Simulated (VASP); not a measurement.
A run of VASP 6.6.1 is set up as follows.

The input INCAR:

```
SYSTEM = Al
PREC = Accurate
ENCUT = 600
EDIFF = 1E-6
ISMEAR = 0
SIGMA = 0.1
LREAL = .False.
LASPH = .True.
NELM = 100
ALGO = Normal
ISIF = 3
LWAVE = .False.
LCHARG = .False.
GGA = PE
IBRION = 2
NSW = 90
EDIFFG = -0.04
```

Contents of KPOINTS:

```
Automatic mesh
0
Gamma
  6 6 2
  0 0 0
```

Contents of POSCAR:

```
Al
1.0
    3.4669187789      0.0000000000      0.0000000000
   -1.7334593894      3.0024397353      0.0000000000
    0.0000000000      0.0000000000     11.3228538791
Al
8
Direct
    0.0000000000      0.0000000000      0.0937500000
    0.0000000000      0.0000000000      0.5937500000
    0.0000000000      0.0000000000      0.4062500000
    0.0000000000      0.0000000000      0.9062500000
    0.3333333333      0.6666666667      0.1562500000
    0.6666666667      0.3333333333      0.6562500000
    0.3333333333      0.6666666667      0.3437500000
    0.6666666667      0.3333333333      0.8437500000
```

Potentials or basis: VASP PAW PBE potentials, release 64 (Al).

The run is started by

```bash
$ cat potpaw_PBE.64/Al/POTCAR > POTCAR
$ mpirun -np 1 vasp_std > vasp.out
```

**Question.** Predict the relaxed volume.

**Answer.** 22.61 Å³/atom.

**Question.** What does it give for the relaxed cell?

**Answer.** a = 4.370 Å, b = 4.370 Å, c = 10.935 Å, α = 90.00°, β = 90.00°, γ = 120.00°.

**Question.** Estimate the band gap on the k mesh.

**Answer.** None (metal or under the smearing width).

**Question.** What does it give for the space group after relaxing (to 0.05 Å)?

**Answer.** P6_3/mmc (No. 194).

Stress tensor (GPa, compression positive):
```
-0.13  0.00  0.00
 0.00 -0.13  0.00
 0.00  0.00  0.21
```

Caveat: the volume moved by over 15 % at a fixed basis, so the end points are rough.
